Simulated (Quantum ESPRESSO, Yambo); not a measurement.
# Quasiparticle gap of InP (F-43m) in Yambo, part 2 of 3

Aim: the G0W0 gap of InP (F-43m) on PBE with spin-orbit coupling, step by step.

Quantum ESPRESSO 7.5 and Yambo 5.3.0; PBE and many-body steps on it, plane waves. Known limits of the many-body steps: not at the basis limit; coarse k mesh.

So far. Step 2 (Ground state): The gap is direct, at Γ. Step 3 (Bands along the symmetry lines): The gap is 0.659 eV, as in the run before at this level.

**4. Empty states on the mesh, 4×4×4 mesh, 254 bands**

Level of this step: DFT, PBE with spin-orbit coupling, plane waves, norm-conserving pseudopotentials (Quantum ESPRESSO).

The sums over transitions need many empty states on a uniform mesh; this step solves for them.

pw.in reads:

```
&control
  calculation = 'nscf'
  prefix = 'x'
  outdir = 'o'
  pseudo_dir = 'pseudo'
/
&system
  ibrav = 0
  nat = 2
  ntyp = 2
  ecutwfc = 80.0
  nbnd = 254
  force_symmorphic = .true.
  noncolin = .true.
  lspinorb = .true.
/
&electrons
  conv_thr = 1e-9
  electron_maxstep = 80
  diago_full_acc = .true.
  diago_thr_init = 5e-6
/
ATOMIC_SPECIES
  In 114.82 In.upf
  P 30.974 P.upf
CELL_PARAMETERS angstrom
  -0.0000000000 2.9343500000 2.9343500000
  2.9343500000 -0.0000000000 2.9343500000
  2.9343500000 2.9343500000 -0.0000000000
ATOMIC_POSITIONS crystal
  In 0.0000000000 0.0000000000 0.0000000000
  P 0.2500000000 0.2500000000 0.2500000000
K_POINTS automatic
  4 4 4 0 0 0
```

Launch:

```console
$ OMP_NUM_THREADS=1 mpirun -n 4 pw.x -nk 4 -in pw.in > pw.out
```

Log:

```text
[banner, memory and clock lines left out]
Program PWSCF v.7.5 starts

     Atomic positions and unit cell read from directory:
     o/x.save/

     Message from routine setup:
     using ibrav=0 with symmetry is DISCOURAGED, use correct ibrav instead

     G-vector sticks info

     bravais-lattice index     =            0
     lattice parameter (alat)  =       7.8420  a.u.
     unit-cell volume          =     341.0062 (a.u.)^3
     number of atoms/cell      =            2
     number of atomic types    =            2
     number of electrons       =        26.00
     number of Kohn-Sham states=          254
     kinetic-energy cutoff     =      80.0000  Ry
     charge density cutoff     =     320.0000  Ry
     Exchange-correlation= PBE
                           (   1   4   3   4   0   0   0)
     Non magnetic calculation with spin-orbit

     celldm(1)=   7.841981  celldm(2)=   0.000000  celldm(3)=   0.000000
     celldm(4)=   0.000000  celldm(5)=   0.000000  celldm(6)=   0.000000

     crystal axes: (cart. coord. in units of alat)
               a(1) = (  -0.000000   0.707107   0.707107 )
               a(2) = (   0.707107  -0.000000   0.707107 )
               a(3) = (   0.707107   0.707107  -0.000000 )

     reciprocal axes: (cart. coord. in units 2 pi/alat)
               b(1) = ( -0.707107  0.707107  0.707107 )
               b(2) = (  0.707107 -0.707107  0.707107 )
               b(3) = (  0.707107  0.707107 -0.707107 )
     Pseudo is Norm-conserving + core correction, Zval = 21.0
     Generated using ONCVPSP code by D. R. Hamann
     Using radial grid of 1986 points, 10 beta functions with:
     Pseudo is Norm-conserving + core correction, Zval =  5.0
     Generated using ONCVPSP code by D. R. Hamann
     Using radial grid of 1298 points, 10 beta functions with:
     In               21.00   114.82000     In( 1.00)
     P                 5.00    30.97400     P ( 1.00)

     24 Sym. Ops. (no inversion) found

   Cartesian axes

     site n.     atom                  positions (alat units)
         1        In     tau(   1) = (   0.0000000   0.0000000   0.0000000  )
         2        P      tau(   2) = (   0.3535534   0.3535534   0.3535534  )

     number of k points=     8
                       cart. coord. in units 2pi/alat
        k(    1) = (   0.0000000   0.0000000   0.0000000), wk =   0.0156250
        k(    2) = (   0.1767767   0.1767767  -0.1767767), wk =   0.1250000
        k(    3) = (  -0.3535534  -0.3535534   0.3535534), wk =   0.0625000
[...]
k(    7) = (  -0.7071068   0.0000000   0.0000000), wk =   0.0468750
        k(    8) = (  -0.7071068   0.3535534   0.0000000), wk =   0.0937500

     Dense  grid:    33079 G-vectors     FFT dimensions: (  45,  45,  45)

     The potential is recalculated from file :
     o/x.save/charge-density

     Starting wfcs are   34 randomized atomic wfcs +  220 random wfcs

     Band Structure Calculation

     End of band structure calculation

          k = 0.0000 0.0000 0.0000 (  4111 PWs)   bands (ev):

  -106.6719-106.6719 -69.7790 -69.7790 -63.1343 -63.1343 -63.1343 -63.1343
    -6.3712  -6.3712  -6.3712  -6.3712  -5.5878  -5.5878  -5.4866  -5.4866
    -5.4866  -5.4866  -3.2276  -3.2276   8.1958   8.1958   8.2946   8.2946
     8.2946   8.2946   8.9539   8.9539  12.0429  12.0429  12.4983  12.4983
[...]
[... 20 further rows ...]
[...]
96.3919  96.3919  99.6880  99.6880  99.6880  99.6880

          k = 0.1768 0.1768-0.1768 (  4122 PWs)   bands (ev):

  -106.6719-106.6719 -69.7791 -69.7791 -63.1344 -63.1344 -63.1343 -63.1343
[...]
[... 20 further rows ...]
[...]
97.2546  97.2546  97.2766  97.2794  97.2961  97.2961

          k =-0.3536-0.3536 0.3536 (  4140 PWs)   bands (ev):

  -106.6719-106.6719 -69.7791 -69.7791 -63.1345 -63.1345 -63.1343 -63.1343
[...]
37.5521  37.5521  39.3225  39.3225  39.5101  39.5101  39.8821  39.8821
     [... 20 further rows ...]
    95.3651  95.3651  95.3728  95.3728  96.8557  96.8557  96.8717  96.8717
    97.7633  97.7633  98.2643  98.2643  98.9436  98.9436

          k = 0.3536 0.0000 0.0000 (  4088 PWs)   bands (ev):

     [... further k-points ...]

     highest occupied, lowest unoccupied level (ev):     8.2946    8.9539

     XML data file, pseudopotentials, collected wavefunctions
```

Elapsed: 44 s, on 4 MPI ranks of Intel Xeon Platinum 8259CL at 2.50GHz (Skylake/Cascade Lake), shared host; peak memory 0.96 GiB; 2.9 min of CPU time.

Numbers from this step:

```yaml
gap: 0.6593 eV
k_of_the_valence_top: 0, 0, 0
k_of_the_conduction_bottom: 0, 0, 0
least_direct_gap: 0.6593 eV
k_points_computed: 8
lowest_point_of_the_top_converged_band_above_the_valence_top: 89.0015 eV
```

On this mesh the gap is 0.659 eV.

**5. Conversion and set-up**

This step: Yambo 5.3.0; conversion and set-up on PBE with spin-orbit coupling, plane waves, norm-conserving pseudopotentials.

The states are converted to the many-body program's format and the q mesh is built.

Launch:

```console
$ (cd o/x.save; p2y > p2y.log; mv SAVE ../..); yambo > setup.log
```

Log:

```text
 Yambo, version 5.3.0

 [02] CORE Variables Setup
 =========================

  [02.01] Unit cells
  ==================

  Cell kind             :  FCC
  Atoms in the cell     :  In  P
  number of In atoms    :  1
  number of P  atoms    :  1

  List of atomic masses
  Mass of In    :  114.8200
  Mass of P     :  30.97400

  List of atomic coordinates    : [cc]
  In1       :  0.000000  0.000000  0.000000  order 1
  P1       :  2.772559  2.772559  2.772559  order 2

  Alat factors          :  5.545118  5.545118  5.545118 [a.u.]
  Direct lattice volume :  341.0062 [a.u.]
  Direct lattice vectors:  A[ 1 ]  A[ 2 ]  A[ 3 ]
   A[ 1 ]: -0.000000  1.000000  1.000000  [iru]
  -0.000000  5.545118  5.545118  [cc]
   A[ 2 ]:  1.000000 -0.000000  1.000000  [iru]
   5.545118 -0.000000  5.545118  [cc]
   A[ 3 ]:  1.000000  1.000000 -0.000000  [iru]
   5.545118  5.545118 -0.000000  [cc]

  Recip. lattice volume :  0.727407 [a.u.]
  Recip. lattice vectors:  B[ 1 ]  B[ 2 ]  B[ 3 ]
   B[ 1 ]: -0.500000  0.500000  0.500000  [iku]
  -0.566551  0.566551  0.566551  [cc]
   B[ 2 ]:  0.500000 -0.500000  0.500000  [iku]
   0.566551 -0.566551  0.566551  [cc]
   B[ 3 ]:  0.500000  0.500000 -0.500000  [iku]
   0.566551  0.566551 -0.566551  [cc]

  [02.02] Symmetries
  ==================

  Inversion symmetry    : yes
  Spatial inversion     : no
  Inversion index       :  25
  K-space Time-reversal : yes
  Magnetic symmetries   : no
  Time-reversal derived K-space symmetries:   25   48
  Group table correct   : yes
  Symmetries units      :  [cc]

   [S  1]:   1.0000     -0.16705E-16 -0.16705E-16 -0.16705E-16   1.0000      0.16705E-16  0.16705E-16  0.16705E-16   1.0000
   [S  2]:  -1.0000      0.16705E-16 -0.16705E-16  0.16705E-16  -1.0000      0.16705E-16 -0.16705E-16 -0.16705E-16   1.0000
   [S  3]:  -1.0000     -0.16705E-16  0.16705E-16  0.16705E-16   1.0000     -0.16705E-16 -0.16705E-16  0.16705E-16  -1.0000
[...]
[S  9]: -0.16705E-16   1.0000     -0.16705E-16  0.16705E-16 -0.16705E-16   1.0000       1.0000      0.16705E-16  0.16705E-16
   [S 10]: -0.16705E-16  -1.0000      0.16705E-16  0.16705E-16  0.16705E-16  -1.0000       1.0000     -0.16705E-16 -0.16705E-16
     [... 36 further rows ...]
   [S*47]:   1.0000     -0.16705E-16  0.16705E-16 -0.16705E-16  0.16705E-16  -1.0000      0.16705E-16   1.0000     -0.16705E-16
   [S*48]:   1.0000      0.16705E-16 -0.16705E-16 -0.16705E-16 -0.16705E-16   1.0000      0.16705E-16  -1.0000      0.16705E-16

  [02.03] Reciprocal space
  ========================

  nG shells         :   335
  nG charge         :   33079
  nG WFs            :   4987
  nC WFs            :   4140
  G-vecs. in first 33 shells:  [ Number ]
     1    9   15   27   51   59   65   89  113
    137   169   181   229   259   283   307   331   339
    387   411   459   531   537   561   609   645   701
    725   749   821   869   893   941
  ...
[...]
K/Q-points units:
  rlu = crystal or reduced units; cc = cartesian coordinates; iku = interal k-units

  K [1]          [rlu]:  0.000000  0.000000  0.000000
         WF components:   4111
  K [2]          [rlu]:  0.59653E-17  0.59653E-17  0.25000
         WF components:   4122
  K [3]          [rlu]: -0.11931E-16 -0.11931E-16 -0.50000
         WF components:   4140
  K [4]          [rlu]:  0.20327E-17  0.25000      0.25000
         WF components:   4088
  K [5]          [rlu]: -0.17896E-16  0.25000     -0.50000
         WF components:   4121
  [... 2 further k-points ...]
  K [8]          [rlu]:  0.250000 -0.500000 -0.250000
         WF components:   4128

  [02.05] Energies & Occupations
  ==============================

  [X] === General ===
  [X] Electronic Temperature                        :  0.000000  0.000000 [eV K]
  [X] Bosonic    Temperature                        :  0.000000  0.000000 [eV K]
  [X] Finite Temperature mode                       : no
  [X] El. density                                   :  0.51453E+24 [cm-3]
  [X] Fermi Level                                   :  8.294647 [eV]

  [X] === Gaps and Widths ===
  [X] Conduction Band Min                           :  0.659272 [eV]
  [X] Valence Band Max                              :  0.000000 [eV]
  [X] Filled Bands                                  :  26
  [X] Empty Bands                                   :   27  254
  [X] Direct Gap                                    :  0.659272 [eV]
  [X] Direct Gap localized at k                     :  1
  [X] Indirect Gap                                  :  0.659272 [eV]
  [X] Indirect Gap between kpts                     :  1  1
  [X] Last valence band width                       :  2.861029 [eV]
  [X] 1st conduction band width                     :  3.600576 [eV]

  E @ K [1]:  [eV]
  -114.9666 -114.9666  -78.0737  -78.0737  -71.4289  -71.4289  -71.4289  -71.4289
  -14.66581 -14.66581 -14.66581 -14.66581 -13.88241 -13.88241 -13.78124 -13.78124
   -13.781      -13.781      -11.522      -11.522     -0.98835E-01 -0.98835E-01 -0.58316E-09 -0.49087E-09
[...]
occ @ K [1]
[...]
E @ K [2]:  [eV]
[...]
occ @ K [2]
[...]
E @ K [3]:  [eV]
[...]
occ @ K [3]
[...]
E @ K [4]:  [eV]
[...]
occ @ K [4]
[...]
E @ K [5]:  [eV]
[...]
occ @ K [5]
[...]
[... 2 further k-points ...]
  E @ K [8]:  [eV]
[...]
occ @ K [8]
[...]
0.000000  0.000000  0.000000  0.000000  0.000000  0.000000  0.000000  0.000000
   0.000000  0.000000  0.000000  0.000000  0.000000  0.000000  0.000000  0.000000

 [03] Transferred momenta grid and indexing
 ==========================================

 IBZ Q-points                                      :   8
 BZ  Q-points                                      :   64

 K/Q-points units:
 rlu = crystal or reduced units; cc = cartesian coordinates; iku = interal k-units

 Q [1]          [rlu]:  0.000000  0.000000  0.000000
 Q [2]          [rlu]:  0.92257E-17  0.92257E-17  0.25000
 Q [3]          [rlu]: -0.18451E-16 -0.18451E-16 -0.50000
[...]
Q [7]          [rlu]: -0.40653E-17 -0.50000     -0.50000
 Q [8]          [rlu]:  0.250000 -0.500000 -0.250000

  [03.01] X indexes
  =================

   [03.01.01] Sigma indexes
   ========================

 [06] Game Over & Game summary
```

Elapsed: 4.9 s, on 1 MPI rank; peak memory 0.25 GiB.

[end of part 2 of 3]

[Paths, hosts, dates, memory and timing lines, banners, echoed tables and standing remarks are left out of the program output.]

[Logs are printed without paths, hosts, clocks, repeated set-up lines and the standing remarks that a program may print on its own settings, such as how far it seeks lower states.]

[Runs of the session that timed out or met a known fault of the program may be left out.]

[Hosts, paths, dates, database ids (printed as entryN), source tags and the programs' standing remarks are cut or masked in the printed files.]
